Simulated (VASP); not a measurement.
# Na (P6_3/mmc) in VASP: single point with HSE06

Aim: the single point of Na with HSE06.

Everything below comes from runs of VASP 6.6.1. Logs are shortened: lines on timing, memory, paths and dates and some standing lists are left out, and cuts for length are marked.

### 1 Starting point

It takes space group P6_3/mmc (No. 194, hexagonal). The conventional cell has a = 3.775 Å, b = 3.775 Å, c = 6.106 Å, α = 90.00°, β = 90.00°, γ = 120.00°. Na (site symmetry -6m2) is surrounded by 12 Na at 3.75 to 3.77 Å.

The cell was built by a generator and needn't be a form met in nature.

### 2 Single point, HSE06

The input, POSCAR:

```
Na
1.0
    3.7748954782      0.0000000000      0.0000000000
   -1.8874477391      3.2691553808      0.0000000000
    0.0000000000      0.0000000000      6.1061578197
Na
2
Direct
    0.3333333333      0.6666666667      0.7500000000
    0.6666666667      0.3333333333      0.2500000000
```

The input, INCAR.step1:

```
PREC     = Accurate       # precision mode
ENCUT    = 520            # plane-wave cutoff, eV
EDIFF    = 1E-5           # SCF threshold, eV
ISMEAR   = 0              # smearing method
SIGMA    = 0.05           # smearing width, eV
LREAL    = F              # projectors in reciprocal space
LASPH    = T              # aspherical terms in the spheres
NELM     = 100            # most SCF steps
ALGO     = Normal         # electronic algorithm
ISIF     = 2              # what is computed and relaxed
LWAVE    = T              # write WAVECAR
LCHARG   = F              # write CHGCAR
GGA      = PE             # functional
NBANDS   = 14             # bands
```

The input, INCAR.step2:

```
PREC     = Accurate       # precision mode
ENCUT    = 520            # plane-wave cutoff, eV
EDIFF    = 1E-7           # SCF threshold, eV
ISMEAR   = 0              # smearing method
SIGMA    = 0.05           # smearing width, eV
LREAL    = F              # projectors in reciprocal space
LASPH    = T              # aspherical terms in the spheres
NELM     = 100            # most SCF steps
ALGO     = Normal         # electronic algorithm
ISIF     = 2              # what is computed and relaxed
LWAVE    = F              # write WAVECAR
LCHARG   = F              # write CHGCAR
GGA      = PE             # functional
LHFCALC  = T              # exact exchange
HFSCREEN = 0.2079         # screening, 1/A
PRECFOCK = Normal       
ISTART   = 1            
NBANDS   = 14             # bands
```

The input, KPOINTS:

```
regular mesh
0
Gamma
  6 6 4
```

Potentials or basis: VASP PAW PBE potentials, release 64 (Na_pv).

Run with:

```sh
cat potpaw_PBE.64/Na_pv/POTCAR > POTCAR
cp INCAR.step1 INCAR
mpirun -np 1 vasp_std > vasp.out
cp INCAR.step2 INCAR
mpirun -np 1 vasp_std > vasp.out
```

OUTCAR:

```text
PREC = Accurate
   ENCUT = 520
   EDIFF = 1E-7
   ISMEAR = 0
   LREAL = F
   LASPH = T
   NELM = 100
   ISIF = 2
   GGA = PE
   LHFCALC = T
   HFSCREEN = 0.2079
   PRECFOCK = Normal
   ISTART = 1

 ion  position               nearest neighbor table
   1  0.333  0.667  0.750-
   2  0.667  0.333  0.250-

  LATTYP: Found a hexagonal cell.
 ALAT       =     3.7748954782
 C/A-ratio  =     1.6175700374

  Lattice vectors:

 A1 = (   3.7748954782,   0.0000000000,   0.0000000000)
 A2 = (  -1.8874477391,   3.2691553808,   0.0000000000)
 A3 = (   0.0000000000,   0.0000000000,   6.1061578197)

Analysis of symmetry for initial positions (statically):
=====================================================================
 Subroutine PRICEL returns:
 Original cell was already a primitive cell.

 Routine SETGRP: Setting up the symmetry group for a
 hexagonal supercell.

 Subroutine GETGRP returns: Found 24 space group operations
 (whereof 12 operations were pure point group operations)
 out of a pool of 24 trial point group operations.

The static configuration has the point symmetry D_3d.
 The point group associated with its full space group is D_6h.

Analysis of symmetry for dynamics (positions and initial velocities):
=====================================================================
 Subroutine PRICEL returns:
 Original cell was already a primitive cell.

 Routine SETGRP: Setting up the symmetry group for a
 hexagonal supercell.

 Subroutine GETGRP returns: Found 24 space group operations
 (whereof 12 operations were pure point group operations)
 out of a pool of 24 trial point group operations.

The dynamic configuration has the point symmetry D_3d.
 The point group associated with its full space group is D_6h.

 Subroutine INISYM returns: Found 24 space group operations
 (whereof 12 operations are pure point group operations),
 and found     1 'primitive' translations

----------------------------------------------------------------------------------------

                                     Primitive cell

  volume of cell :      75.3544

  direct lattice vectors                    reciprocal lattice vectors
     3.774895478  0.000000000  0.000000000     0.264907997  0.152944703  0.000000000
    -1.887447739  3.269155381  0.000000000     0.000000000  0.305889407  0.000000000
     0.000000000  0.000000000  6.106157820     0.000000000  0.000000000  0.163769105

  length of vectors
     3.774895478  3.774895478  6.106157820     0.305889407  0.305889407  0.163769105
[... 97 lines left out ...]
     AMIX_MAG =   1.60;   BMIX_MAG =  1.00
  volume/ion in A,a.u.               =      37.68       254.26
  Fermi-wavevector in a.u.,A,eV,Ry     =   0.934146  1.765280 11.872830  0.872628
  Thomas-Fermi vector in A             =   2.060920
   LORBIT       =      0    0 simple, 1 ext, 2 COOP (PROOUT), +10 PAW based schemes
   GGA     = PE    functional components
   LHFCALC =     T    Hartree Fock is set to
   PRECFOCK=normal    Normal, Fast or Accurate (Low or Medium for compatibility)
   ENCUT4O =  -1.0   cutoff for four orbital integrals eV
   NKREDX  =     1    reduce k-point grid by
   NKREDY  =     1    reduce k-point grid by
   NKREDZ  =     1    reduce k-point grid by
   AEXX    =    0.2500 exact exchange contribution
   HFSCREEN=    0.2079 screening length (either q_TF or 0.3 A-1)
   HFSCREENC=   0.2079 screening length for correlation (either q_TF or 0.3 A-1)
   ENCUTFOCK=  -1.0 apply spherical cutoff to Coloumb kernel
   IVDW    =     0    specifies the selected vdW correction
   LEPSILON=     F    determine dielectric tensor
   LRPA    =     F    only Hartree local field effects (RPA)
 non-spin polarized calculation
 Gauss-broadening in eV      SIGMA  =   0.05
  energy-cutoff  :      520.00
  volume of cell :       75.35
 maximum number of plane-waves:      2056
 NGX is ok and might be reduce to    28
  NGX = 24; NGY = 24; NGZ = 36

 number of electron      14.0000007 magnetization

 Free energy of the ion-electron system (eV)
  ---------------------------------------------------
  ext. energy  EPLUGINS =         0.00000000
  ---------------------------------------------------
  free energy    TOTEN  =        -2.82219550 eV

  energy without entropy =       -2.82114573  energy(sigma->0) =       -2.82167062

 E-fermi :   0.0834     XC(G=0):  -5.4869

 val. band max:        0.0222137813   @ k =   0.3333   0.1667   0.2500
 cond. band min:       0.5311796153   @ k =   0.5000   0.0000   0.0000
 fundamental gap:      0.5089658340
 Fermi energy:         0.0834373632

 k-point     1 :       0.0000    0.0000    0.0000
  band No.  band energies     occupation
      1     -27.6563      2.00000
      2     -27.6288      2.00000
      3     -27.6288      2.00000
      4     -27.6249      2.00000
      5     -27.6247      2.00000
      6     -27.6247      2.00000
      7      -3.5211      2.00000
      8       0.9676      0.00000
      9       1.4666      0.00000
     10      10.6579      0.00000
     11      10.6579      0.00000
     12      11.0356      0.00000
     13      11.0356      0.00000
     14      11.2123      0.00000
[... 326 lines left out ...]
      1     -27.6490      2.00000
      2     -27.6490      2.00000
      3     -27.6422      2.00000
      4     -27.6422      2.00000
      5     -27.6300      2.00000
      6     -27.6300      2.00000
      7       2.5741      0.00000
      8       2.5741      0.00000
      9       2.7380      0.00000
     10       2.7380      0.00000
     11       3.6844      0.00000
     12       3.6844      0.00000
     13      10.6559      0.00000
     14      10.6559      0.00000

------------------------ aborting loop because EDIFF is reached ----------------------------------------

  FORCE on cell =-STRESS in cart. coord.  units (eV):
  Direction    XX          YY          ZZ          XY          YZ          ZX
  --------------------------------------------------------------------------------------
  -------------------------------------------------------------------------------------
  Total        0.0877077      0.0877077     -0.1932735     -0.0000000     -0.0000000      0.0000000
  in kB        1.8648324      1.8648324     -4.1093625     -0.0000000     -0.0000000      0.0000000
  external PRESSURE =      -0.1265659 kB  Pullay stress =       0.0000000 kB

 VOLUME and BASIS-vectors are now :
 -----------------------------------------------------------------------------
  energy-cutoff  :      520.00
  volume of cell :       75.35
      direct lattice vectors                 reciprocal lattice vectors
     3.774895478  0.000000000  0.000000000     0.264907997  0.152944703  0.000000000
    -1.887447739  3.269155381  0.000000000     0.000000000  0.305889407  0.000000000
     0.000000000  0.000000000  6.106157820     0.000000000  0.000000000  0.163769105

 POSITION                                       TOTAL-FORCE (eV/Angst)
 -----------------------------------------------------------------------------------
     -0.00000      2.17944      4.57962        -0.000000     -0.000000     -0.000000
      1.88745      1.08972      1.52654         0.000000      0.000000      0.000000
 -----------------------------------------------------------------------------------
    total drift:                               -0.000000      0.000000     -0.000000

  FREE ENERGIE OF THE ION-ELECTRON SYSTEM (eV)
  ---------------------------------------------------
  free  energy   TOTEN  =        -2.8221955001 eV

  energy  without entropy=       -2.8211457335  energy(sigma->0) =       -2.82167062
```

OUTCAR.step1:

```text
PREC = Accurate
   ENCUT = 520
   EDIFF = 1E-5
   ISMEAR = 0
   LREAL = F
   LASPH = T
[... 576 lines left out ...]
 -----------------------------------------------------------------------------------
     -0.00000      2.17944      4.57962        -0.000000      0.000000      0.000000
      1.88745      1.08972      1.52654         0.000000     -0.000000      0.000000
 -----------------------------------------------------------------------------------
    total drift:                               -0.000000      0.000000     -0.000000

  FREE ENERGIE OF THE ION-ELECTRON SYSTEM (eV)
  ---------------------------------------------------
  free  energy   TOTEN  =        -2.6313979738 eV

  energy  without entropy=       -2.6303482073  energy(sigma->0) =       -2.63087309
```

OSZICAR.step1:

```text
N       E                     dE             d eps       ncg     rms          rms(c)
DAV:   1     0.103792890264E+03    0.10379E+03   -0.75100E+03   588   0.954E+02
DAV:   2     0.147363728029E+01   -0.10232E+03   -0.10120E+03   594   0.282E+02
DAV:   3    -0.257546424220E+01   -0.40491E+01   -0.40456E+01   750   0.635E+01
DAV:   4    -0.263146367211E+01   -0.55999E-01   -0.55997E-01   678   0.807E+00
DAV:   5    -0.263270019370E+01   -0.12365E-02   -0.12365E-02   726   0.122E+00    0.284E-01
DAV:   6    -0.263196024627E+01    0.73995E-03   -0.10325E-03   736   0.397E-01    0.191E-01
DAV:   7    -0.263141518067E+01    0.54507E-03   -0.17717E-03   770   0.453E-01    0.226E-02
DAV:   8    -0.263139795995E+01    0.17221E-04   -0.12093E-04   726   0.188E-01    0.382E-03
DAV:   9    -0.263139797384E+01   -0.13894E-07   -0.17033E-06   348   0.210E-02
   1 F= -.26313980E+01 E0= -.26308731E+01  d E =-.104977E-02
```

It took 23 min on 1 thread of Intel Xeon Platinum 8488C (Sapphire Rapids), shared host; peak memory 0.3 GiB.

Results:

```
Free energy            : -2.8222 eV
Pressure               : 0.0 GPa
Band gap on the k mesh : none (metal or under the smearing width)
```

Levels at points of the mesh, in eV from the Fermi level:
```
           k point  band 4  band 5  band 6  band 7  band 8  band 9  band 10  band 11
(0.00, 0.00, 0.00)  -27.71  -27.71  -27.71   -3.60    0.88    1.38    10.57    10.57
(0.50, 0.00, 0.00)  -27.72  -27.72  -27.71    0.45    0.61    4.41     4.45     4.96
(0.00, 0.00, 0.50)  -27.71  -27.71  -27.71   -2.36   -2.36    6.24     6.24    11.18
(0.50, 0.00, 0.50)  -27.72  -27.72  -27.72    1.38    1.38    1.92     1.92     8.33
```

Caveat: the PAW data sets were made with another functional, which shifts forces and pressure a little.
